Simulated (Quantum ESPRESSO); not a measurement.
## Cu under changes of volume

One of the cells (11.994 Å³/atom); the others are scaled copies at fixed shape and fractional positions:

```
Cu
1.0
     1.21846   -3.97638    0.00000
     1.21846    3.97638    0.00000
     0.00000    0.00000    2.47550
Cu
2
Cartesian
  1.2185 -2.9118 1.8566
  1.2185 2.9118 0.6189
```

This isn't the form of Cu at room conditions, which is fcc.

| Quantity | Value |
| --- | --- |
| Program | Quantum ESPRESSO 7.5 |
| Functional | PBEsol |
| Potentials or basis | GBRV 1.5 PBEsol |
| Cutoff | 762 eV |
| Density cutoff | 6095 eV |
| k mesh | 11 × 11 × 11 |
| Occupations | fermi-dirac, width 0.05 eV |
| Spin | no spin polarisation |

| volume (Å³/atom) | energy over the lowest point (meV/atom) | pressure (GPa) | largest force (eV/Å) |
| --- | --- | --- | --- |
| 11.274 | 17.89 | 9.0 | 0.091 |
| 11.514 | 6.50 | 5.1 | 0.059 |
| 11.754 | 0.75 | 1.6 | 0.030 |
| 11.994 | 0.00 | -1.5 | 0.004 |
| 12.234 | 3.65 | -4.3 | 0.021 |
| 12.474 | ? | ? | ? |
| 12.714 | 22.31 | -9.0 | 0.064 |

Q: What does the run at 12.474 Å³/atom give?

A: Energy over the lowest point 11.25 meV/atom; pressure -6.7 GPa; largest force 0.043 eV/Å.

Worked out: A Birch-Murnaghan fit of order 3 (a polynomial in V^(-2/3)) to the other rows has its minimum at 11.91 Å³/atom with B0 = V·E''(V) = 153 GPa and B' = 5.0 at fixed shape and positions, which overstates the stiffness. It gives 11.24 meV/atom at 12.474 Å³/atom, against the run's 11.25, and -dE/dV = -6.3 GPa, against -6.7.

Energies are extrapolated to zero smearing.
